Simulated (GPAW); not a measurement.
# TiCo (Pm-3m) in GPAW: further runs

The runs below take TiCo through band structure, with PBEsol, LDA.

All numbers are computed with GPAW 26.7.0; they aren't measurements. Logs are shortened: lines on timing, memory, paths and dates and some standing lists are left out, and cuts for length are marked. The log counts tension as positive stress, the text compression.

### Step 1. The structure

Symmetry: Pm-3m, No. 221, cubic system. The conventional cell has a = 2.986 Å, b = 2.986 Å, c = 2.986 Å, α = 90.00°, β = 90.00°, γ = 90.00°. Co (site symmetry m-3m) is surrounded by 8 Ti at 2.59 Å. Ti (site symmetry m-3m) has 8 Co at 2.59 Å as nearest neighbours.

The cell comes from a database or a generator and needn't be the stable form of this composition.

### Step 2. Band structure, PBEsol, collinear spin, ferromagnetic start

run.py reads:

```python
from ase import Atoms
from ase.dft.bandgap import bandgap
from ase.io import write
from ase.units import GPa
from gpaw import GPAW, PW, setup_paths

setup_paths.insert(0, '.')

atoms = Atoms(['Co', 'Ti'],
              cell=[[2.98611099, 0.0, 0.0],
                    [0.0, 2.98611099, 0.0],
                    [0.0, 0.0, 2.98611099]],
              scaled_positions=[[0.5, 0.5, 0.5],
                                [0.0, 0.0, 0.0]],
              pbc=True)
atoms.set_initial_magnetic_moments([2.0, 1.0])

calc = GPAW(mode=PW(600),
            xc='PBEsol',
            kpts={'size': (9, 9, 9), 'gamma': True},
            occupations={'name': 'fermi-dirac', 'width': 0.05},
            nbands=23,
            convergence={'density': 1e-05, 'energy': 1e-05},
            maxiter=150,
            txt='gpaw.txt')
atoms.calc = calc
energy = atoms.get_potential_energy()
forces = atoms.get_forces()
stress = atoms.get_stress()
calc.write('gs.gpw')
write('result.traj', atoms)
print(f'Energy: {energy:.6f} eV')
print('Forces (eV/A):')
print(forces.round(4))
print('Stress (GPa):', (stress / GPa).round(3))
print('Moments:', calc.get_magnetic_moments().round(3))
print('Fermi level:', round(calc.get_fermi_level(), 4), 'eV')
print(f'Gap: {bandgap(calc)[0]:.4f} eV, direct: {bandgap(calc, direct=True)[0]:.4f} eV')

path = atoms.cell.bandpath('GXMGRX,MR', npoints=100, eps=1e-4)
bs_calc = calc.fixed_density(kpts=path, symmetry='off', nbands=33,
                             convergence={'bands': 'CBM+6.0', 'eigenstates': 1e-6}, txt='bands.txt')
bs = bs_calc.band_structure()
bs.write('bs.json')
print(f'Gap on the path: {bandgap(bs_calc)[0]:.4f} eV')
```

Potentials or basis: PAW data sets generated in the run's folder for this functional, pw.

Run with:

```
gpaw-setup -f PBEsol Co Ti
OMP_NUM_THREADS=1 python run.py
```

gpaw.txt:

```text
__  _  _
 | _ |_)|_||  |
 |__||  | ||/\| - 26.7.0

Input parameters:
  mode=PW(ecut=600.0),
  convergence={'density': 1e-05, 'energy': 1e-05},
  kpts=MonkhorstPack(size=(9, 9, 9), gamma=True),
  maxiter=150,
  nbands=23,
  occupations=Occupations(name='fermi-dirac', width=0.05),
  xc=XC(name='PBEsol')

Diagonalizing LCAO Hamiltonian
Converting LCAO to pw mode
   .------.
  /|      |
 * |      |
 | | Co   |
 | .------.
 |/      /
 Ti-----*

Atoms  # Å, Bohr magnetons
|   | symbol |        x |        y |        z |    initial magnetic moments |
|---|--------|----------|----------|----------|-----------------------------|
| 0 |     Co | 1.493055 | 1.493055 | 1.493055 | ( 0.0000,  0.0000,  2.0000) |
| 1 |     Ti | 0.000000 | 0.000000 | 0.000000 | ( 0.0000,  0.0000,  1.0000) |

Unit cell  # Å
| periodic |        x |        y |        z |  lengths |    angles |
|----------|----------|----------|----------|----------|-----------|
|      yes | 2.986111 | 0.000000 | 0.000000 | 2.986111 | 90.000000 |
|      yes | 0.000000 | 2.986111 | 0.000000 | 2.986111 | 90.000000 |
|      yes | 0.000000 | 0.000000 | 2.986111 | 2.986111 | 90.000000 |

Number of symmetries: 48
Symmetry operations  # r_c * U_cc + t_c -> r_c
|    | kind |            matrix            |
|----|------|------------------------------|
|  0 |  E   |  1, 0, 0,  0, 1, 0,  0, 0, 1 |
|  1 |  σ   |  1, 0, 0,  0, 1, 0,  0, 0,-1 |
|  2 |  σ   |  1, 0, 0,  0, 0, 1,  0, 1, 0 |
|  3 |  C4  |  1, 0, 0,  0, 0, 1,  0,-1, 0 |
|  4 |  C4  |  1, 0, 0,  0, 0,-1,  0, 1, 0 |
|  5 |  σ   |  1, 0, 0,  0, 0,-1,  0,-1, 0 |
|  6 |  σ   |  1, 0, 0,  0,-1, 0,  0, 0, 1 |
|  7 |  C2  |  1, 0, 0,  0,-1, 0,  0, 0,-1 |
|  8 |  σ   |  0, 1, 0,  1, 0, 0,  0, 0, 1 |
|  9 |  C2  |  0, 1, 0,  1, 0, 0,  0, 0,-1 |
| 10 |  C3  |  0, 1, 0,  0, 0, 1,  1, 0, 0 |
| 11 |  S6  |  0, 1, 0,  0, 0, 1, -1, 0, 0 |
| 12 |  S6  |  0, 1, 0,  0, 0,-1,  1, 0, 0 |
| 13 |  C3  |  0, 1, 0,  0, 0,-1, -1, 0, 0 |
| 14 |  C4  |  0, 1, 0, -1, 0, 0,  0, 0, 1 |
| 15 |  S4  |  0, 1, 0, -1, 0, 0,  0, 0,-1 |
| 16 |  C3  |  0, 0, 1,  1, 0, 0,  0, 1, 0 |
| 17 |  S6  |  0, 0, 1,  1, 0, 0,  0,-1, 0 |
| 18 |  σ   |  0, 0, 1,  0, 1, 0,  1, 0, 0 |
| 19 |  C4  |  0, 0, 1,  0, 1, 0, -1, 0, 0 |
| 20 |  C2  |  0, 0, 1,  0,-1, 0,  1, 0, 0 |
| 21 |  S4  |  0, 0, 1,  0,-1, 0, -1, 0, 0 |
| 22 |  S6  |  0, 0, 1, -1, 0, 0,  0, 1, 0 |
| 23 |  C3  |  0, 0, 1, -1, 0, 0,  0,-1, 0 |
| 24 |  S6  |  0, 0,-1,  1, 0, 0,  0, 1, 0 |
| 25 |  C3  |  0, 0,-1,  1, 0, 0,  0,-1, 0 |
| 26 |  C4  |  0, 0,-1,  0, 1, 0,  1, 0, 0 |
| 27 |  σ   |  0, 0,-1,  0, 1, 0, -1, 0, 0 |
| 28 |  S4  |  0, 0,-1,  0,-1, 0,  1, 0, 0 |
| 29 |  C2  |  0, 0,-1,  0,-1, 0, -1, 0, 0 |
| 30 |  C3  |  0, 0,-1, -1, 0, 0,  0, 1, 0 |
| 31 |  S6  |  0, 0,-1, -1, 0, 0,  0,-1, 0 |
| 32 |  C4  |  0,-1, 0,  1, 0, 0,  0, 0, 1 |
| 33 |  S4  |  0,-1, 0,  1, 0, 0,  0, 0,-1 |
| 34 |  S6  |  0,-1, 0,  0, 0, 1,  1, 0, 0 |
| 35 |  C3  |  0,-1, 0,  0, 0, 1, -1, 0, 0 |
| 36 |  C3  |  0,-1, 0,  0, 0,-1,  1, 0, 0 |
| 37 |  S6  |  0,-1, 0,  0, 0,-1, -1, 0, 0 |
| 38 |  σ   |  0,-1, 0, -1, 0, 0,  0, 0, 1 |
| 39 |  C2  |  0,-1, 0, -1, 0, 0,  0, 0,-1 |
| 40 |  σ   | -1, 0, 0,  0, 1, 0,  0, 0, 1 |
| 41 |  C2  | -1, 0, 0,  0, 1, 0,  0, 0,-1 |
| 42 |  C2  | -1, 0, 0,  0, 0, 1,  0, 1, 0 |
| 43 |  S4  | -1, 0, 0,  0, 0, 1,  0,-1, 0 |
| 44 |  S4  | -1, 0, 0,  0, 0,-1,  0, 1, 0 |
| 45 |  C2  | -1, 0, 0,  0, 0,-1,  0,-1, 0 |
| 46 |  C2  | -1, 0, 0,  0,-1, 0,  0, 0, 1 |
| 47 |  i   | -1, 0, 0,  0,-1, 0,  0, 0,-1 |

BZ-sampling:
  Number of BZ points: 729
  Number of IBZ points: 35

  Monkhorst-Pack size: [9, 9, 9]
  Monkhorst-Pack shift: [0, 0, 0]

K-points  # in reciprocal-cell coordinates
|     |                                coordinates |     weight |
|-----|--------------------------------------------|------------|
|   0 | (  0.00000000,   0.00000000,   0.00000000) | 0.00137174 |
|   1 | (  0.11111111,   0.00000000,   0.00000000) | 0.00823045 |
|   2 | (  0.11111111,   0.11111111,   0.00000000) | 0.01646091 |
|   3 | (  0.11111111,   0.11111111,   0.11111111) | 0.01097394 |
|   4 | (  0.22222222,   0.00000000,   0.00000000) | 0.00823045 |
|   5 | (  0.22222222,   0.11111111,   0.00000000) | 0.03292181 |
|   6 | (  0.22222222,   0.11111111,   0.11111111) | 0.03292181 |
|   7 | (  0.22222222,   0.22222222,   0.00000000) | 0.01646091 |
|   8 | (  0.22222222,   0.22222222,   0.11111111) | 0.03292181 |
|   9 | (  0.22222222,   0.22222222,   0.22222222) | 0.01097394 |
| ... |                                            |            |
|  34 | (  0.44444444,   0.44444444,   0.44444444) | 0.01097394 |

Plane wave coefficients: 905
Cutoff: 600.0 eV

Spin-components: 2 (collinear spins)
Bands:           23
Projectors:      12
Spin-degeneracy: 1
Datatype:        complex128

Parallelization:
  kpt:    1
  domain: 1
  band:   1

Density:
  Valence electrons: 21.0
  Components: 2
  Grid points: [18 18 18]
  Charge: 0.0  # |e|

Potential:
  Grid points: [18 18 18]

species:
  Co:
    name:    Cobalt
    Z:       27.0
    valence: 9
    core:    18
    charge:  0.0  # [|e|]
    compensation charges:
      type: gauss
      rc: 0.32  # [Å]
      lmax: 2
    cutoffs:
      filter: 1.87  # [Å]
      core: 2.55  # [Å]
    projectors
    | kind |    occ | energy [eV] | rcut [Å] |
    |------|--------|-------------|----------|
    |   4s |  2.000 |      -5.488 |    1.005 |
    |   4p |  0.000 |      -1.248 |    1.058 |
    |   3d |  7.000 |      -8.230 |    1.005 |
    |    s |        |      21.723 |    1.005 |
    |    p |        |      25.963 |    1.058 |
    |    d |        |      18.981 |    1.005 |

    Using partial waves for Co as LCAO basis

  Ti:
    name:    Titanium
    Z:       22.0
    valence: 12
    core:    10
    charge:  0.0  # [|e|]
    compensation charges:
      type: gauss
      rc: 0.38  # [Å]
      lmax: 2
    cutoffs:
      filter: 2.23  # [Å]
      core: 1.02  # [Å]
    projectors
    | kind |    occ | energy [eV] | rcut [Å] |
    |------|--------|-------------|----------|
    |   3s |  2.000 |     -62.441 |    1.270 |
    |   4s |  2.000 |      -4.477 |    1.270 |
    |   3p |  6.000 |     -38.776 |    1.058 |
    |   4p |  0.000 |      -1.449 |    1.058 |
    |   3d |  2.000 |      -4.275 |    1.058 |
    |    d |        |      22.937 |    1.058 |

    Using partial waves for Ti as LCAO basis

Reference energy: -61066.608140  # eV

eigensolver:
  PPCG
  Converge bands: occupied
  niter=2

density mixing:
  MSR1-Mixer
  Pratt-step length: 0.05
  Maximum mixing coefficient: 0.75
  Old densities: 10
  SVD Regularization: 0.005
  Good broyden scale: 1.0
  Trust region scale: 1.0
  Backstep threshold: 4.0
  History deletion threshold: 6.0
  Fourier metric: weight=20.0, sigma=0.015

occupation numbers:
  Fermi-Dirac:
    width: 0.0500  # eV

poisson solver:
  ecut: 4800.0  # eV

xc functional:
  name: PBEsol with 2 nearest neighbor stencil

convergence criteria:
- Maximum integral of absolute [dens]ity change: 1e-05 electrons / valence electron
- Maximum [total energy] change in last 3 cyles: 1e-05 eV / valence electron
- Maximum integral of absolute [eigenst]ate change: 4e-08 eV^2 / valence electron
maximum number of iterations: 150

SCF iterations
|iter     | |      energy | eigst |  dens |  magmom |
|---------|-|-------------|-------|-------|---------|
|iter:   1| |  -17.469197 | +0.12 |       |  +3.0073|
|iter:   2| |  -16.974223 | -2.20 | -0.71 |  +2.9023|
|iter:   3| |  -16.745769 | -2.36 | -0.83 |  +2.5648|
|iter:   4| |  -16.830266 | -2.20 | -0.98 |  +1.8909|
|iter:   5| |  -16.903543 | -3.26 | -1.27 |  +1.4346|
|iter:   6| |  -16.942838 | -3.04 | -1.55 |  +0.8590|
|iter:   7| |  -16.940106 | -4.03 | -1.89 |  +0.7719|
|iter:   8| |  -16.940681 | -4.73 | -2.34 |  +0.7462|
|iter:   9| |  -16.941223 | -4.49 | -2.43 |  +0.7172|
|iter:  10| |  -16.941407 | -5.21 | -2.89 |  +0.7065|
|iter:  11| |  -16.941439 | -5.36 | -2.92 |  +0.6970|
|iter:  12| |  -16.941454c| -6.40 | -3.46 |  +0.6999|
|iter:  13| |  -16.941465c| -6.67 | -3.87 |  +0.7034|
|iter:  14| |  -16.941468c| -7.64c| -4.28 |  +0.7050|
|iter:  15| |  -16.941470c| -7.79c| -4.65 |  +0.7058|
|iter:  16| |  -16.941470c| -8.54c| -5.28c|  +0.7059|

Converged in 16 steps
Energy contributions relative to reference atoms: (reference = -61066.608140)

Energy contributions:
  Kinetic:          11.213976
  Coulomb:         -10.663416
  Zero:              0.005778
  External:          0.000000
  Xc:              -17.488573
  Entropy:          -0.018468
  Spinorbit:         0.000000
  ----------------------------
  Free energy:     -16.950704
  Extrapolated:    -16.941470

dipole moment: (-9.557139, -9.557139, -9.557139)  # |e|*Ang

Total magnetic moment: (0.000000, 0.000000, 0.705870)

Local magnetic moments
|        x |        y |         z |
|----------|----------|-----------|
| 0.000000 | 0.000000 |  0.769310 |  # Co   0
| 0.000000 | 0.000000 | -0.020709 |  # Ti   1

Fermi level: 10.080
Eigenvalues  # (at kpt = [0.000, 0.000, 0.000])
| band index |      eig [eV] | occ [0-1] |      eig [eV] | occ [0-1] |
|------------|---------------|-----------|---------------|-----------|
|          0 |       -46.816 |     1.000 |       -46.834 |     1.000 |
|        ... |               |           |               |           |
|          2 |       -23.035 |     1.000 |       -23.054 |     1.000 |
|          3 |       -23.035 |     1.000 |       -23.054 |     1.000 |
|          4 |         2.316 |     1.000 |         2.322 |     1.000 |
|          5 |         5.957 |     1.000 |         6.469 |     1.000 |
|          6 |         5.957 |     1.000 |         6.469 |     1.000 |
|          7 |         8.277 |     1.000 |         8.768 |     1.000 |
[... 8 lines left out ...]
|         16 |        18.902 |     0.000 |        18.942 |     0.000 |
|         17 |        18.902 |     0.000 |        18.942 |     0.000 |
|        ... |               |           |               |           |
|         22 |        31.081 |     0.000 |        30.999 |     0.000 |

No gap
No difference between direct/indirect transitions

Forces  # eV/Ang
|        x |        y |        z |
|----------|----------|----------|
|  0.00000 | -0.00000 |  0.00000 |  # Co   0
| -0.00000 | -0.00000 | -0.00000 |  # Ti   1

Stress tensor  # eV/Ang^3
|        x |        y |        z |
|----------|----------|----------|
| 0.052829 | 0.000000 | 0.000000 |
| 0.000000 | 0.052829 | 0.000000 |
| 0.000000 | 0.000000 | 0.052829 |

# Writing to gs.gpw (mode='')
```

Run time: 1.7 min. Hardware: 1 thread of Arm Neoverse V1, shared host; peak memory 0.3 GiB.

What came out:

| Quantity | Value |
| --- | --- |
| Free energy | -16.9507 eV |
| Pressure | -8.5 GPa |
| Band gap along the path | none (metal or under the smearing width) |
| Net moment | 0.71 μB per cell |
| Site moments | Co +0.77; Ti -0.02 μB |

Levels at the corners of the path, in eV from the Fermi level:
Spin up:
```csv
point,band 7,band 8,band 9,band 10,band 11,band 12,band 13,band 14,band 15,band 16
Γ,-4.12,-1.80,-1.80,-1.80,0.52,0.52,2.70,2.70,2.70,8.82
X,-2.97,-1.91,-1.91,-1.43,-0.74,-0.50,0.64,0.64,2.24,3.88
M,-2.68,-2.68,-1.33,-0.68,0.54,0.54,1.12,2.49,2.49,3.11
Γ,-4.12,-1.80,-1.80,-1.80,0.52,0.52,2.70,2.70,2.70,8.82
R,-2.75,-2.14,-2.14,-2.14,-1.30,-1.30,3.19,3.19,6.81,8.27
X,-2.97,-1.91,-1.91,-1.43,-0.74,-0.50,0.64,0.64,2.24,3.88
M,-2.68,-2.68,-1.33,-0.68,0.54,0.54,1.12,2.49,2.49,3.11
R,-2.75,-2.14,-2.14,-2.14,-1.30,-1.30,3.19,3.19,6.81,8.27
```
Spin down:
| point | band 7 | band 8 | band 9 | band 10 | band 11 | band 12 | band 13 | band 14 |
| --- | --- | --- | --- | --- | --- | --- | --- | --- |
| Γ | -3.61 | -1.31 | -1.31 | -1.31 | 0.96 | 0.96 | 2.78 | 2.78 |
| X | -2.02 | -1.38 | -1.38 | -0.86 | -0.83 | 0.44 | 0.64 | 0.64 |
| M | -2.30 | -2.30 | -0.16 | 0.16 | 0.53 | 0.53 | 1.28 | 2.66 |
| Γ | -3.61 | -1.31 | -1.31 | -1.31 | 0.96 | 0.96 | 2.78 | 2.78 |
| R | -2.31 | -2.15 | -2.15 | -2.15 | -0.13 | -0.13 | 3.13 | 3.13 |
| X | -2.02 | -1.38 | -1.38 | -0.86 | -0.83 | 0.44 | 0.64 | 0.64 |
| M | -2.30 | -2.30 | -0.16 | 0.16 | 0.53 | 0.53 | 1.28 | 2.66 |
| R | -2.31 | -2.15 | -2.15 | -2.15 | -0.13 | -0.13 | 3.13 | 3.13 |

### Step 3. Band structure, LDA, collinear spin, ferromagnetic start

run.py: that of step 2 with these lines changed.

```diff
@@ -4,5 +4,3 @@
 from ase.units import GPa
-from gpaw import GPAW, PW, setup_paths
-
-setup_paths.insert(0, '.')
+from gpaw import GPAW, PW
 
@@ -18,3 +16,3 @@
 calc = GPAW(mode=PW(600),
-            xc='PBEsol',
+            xc='LDA',
             kpts={'size': (9, 9, 9), 'gamma': True},
```

Potentials or basis: the program's PAW data sets (release 1.2.1) made for this functional, pw.

Run with:

```
OMP_NUM_THREADS=1 python run.py
```

It took 1.8 min on 1 thread of Arm Neoverse V1, shared host; peak memory 0.3 GiB.

The run converged. Its results:

* Free energy: -17.7051 eV
* Pressure: -15.1 GPa
* Band gap along the path: none (metal or under the smearing width)
* Net moment: 0.48 μB per cell
* Site moments: Co +0.51; Ti -0.01 μB

Levels at the corners of the path, in eV from the Fermi level:
Spin up:
```csv
point,band 7,band 8,band 9,band 10,band 11,band 12,band 13,band 14,band 15,band 16
Γ,-3.94,-1.64,-1.64,-1.64,0.62,0.62,2.70,2.70,2.70,8.89
X,-2.68,-1.73,-1.73,-1.24,-0.77,-0.22,0.63,0.63,2.22,3.84
M,-2.55,-2.55,-0.99,-0.45,0.65,0.65,1.16,2.53,2.53,3.06
Γ,-3.94,-1.64,-1.64,-1.64,0.62,0.62,2.70,2.70,2.70,8.89
R,-2.58,-2.11,-2.11,-2.11,-0.96,-0.96,3.13,3.13,6.84,8.40
X,-2.68,-1.73,-1.73,-1.24,-0.77,-0.22,0.63,0.63,2.22,3.84
M,-2.55,-2.55,-0.99,-0.45,0.65,0.65,1.16,2.53,2.53,3.06
R,-2.58,-2.11,-2.11,-2.11,-0.96,-0.96,3.13,3.13,6.84,8.40
```
Spin down:
```tsv
point	band 6	band 7	band 8	band 9	band 10	band 11	band 12	band 13	band 14	band 15
Γ	-3.65	-3.65	-1.30	-1.30	-1.30	0.88	0.88	2.75	2.75	2.75
X	-3.75	-2.14	-1.36	-1.36	-0.85	-0.80	0.32	0.63	0.63	2.21
M	-3.66	-2.28	-2.28	-0.33	0.03	0.67	0.67	1.28	2.65	2.65
Γ	-3.65	-3.65	-1.30	-1.30	-1.30	0.88	0.88	2.75	2.75	2.75
R	-2.27	-2.27	-2.10	-2.10	-2.10	-0.30	-0.30	3.11	3.11	6.99
X	-3.75	-2.14	-1.36	-1.36	-0.85	-0.80	0.32	0.63	0.63	2.21
M	-3.66	-2.28	-2.28	-0.33	0.03	0.67	0.67	1.28	2.65	2.65
R	-2.27	-2.27	-2.10	-2.10	-2.10	-0.30	-0.30	3.11	3.11	6.99
```

### Step 4. The reference run

An earlier run on the cell as given: functional PBEsol; potentials or basis PAW data sets generated in the run's folder for this functional; cutoff 600 eV; basis pw; k mesh 9 × 9 × 9; occupations fermi-dirac, width 0.05 eV; collinear spin, ferromagnetic start; starting moments [2.0, 1.0] μB.

* Pressure: -8.5 GPa
* Band gap on the k mesh: none (metal or under the smearing width)
* Net moment: 0.71 μB per cell
* Site moments: Co +0.77; Ti -0.02 μB

### Step 5. Summary

| task | level | potentials or basis | band path | band points | pressure (GPa) | moment (μB) |
| --- | --- | --- | --- | --- | --- | --- |
| band structure | PBEsol | PAW data sets generated in the run's folder for this functional, pw | GXMGRX,MR | 100 | -8.5 | 0.71 |
| band structure | LDA | the program's PAW data sets (release 1.2.1) made for this functional, pw | GXMGRX,MR | 100 | -15.1 | 0.48 |
| single point | PBEsol | PAW data sets generated in the run's folder for this functional, pw | - | - | -8.5 | 0.71 |

Alike in all rows: spin collinear, ferromagnetic start; cell as given; k mesh 9 × 9 × 9; cutoff (eV) 600; smearing fermi-dirac 0.05 eV.

Total energies depend on the potentials used, so only differences within one code and one set of settings carry meaning.
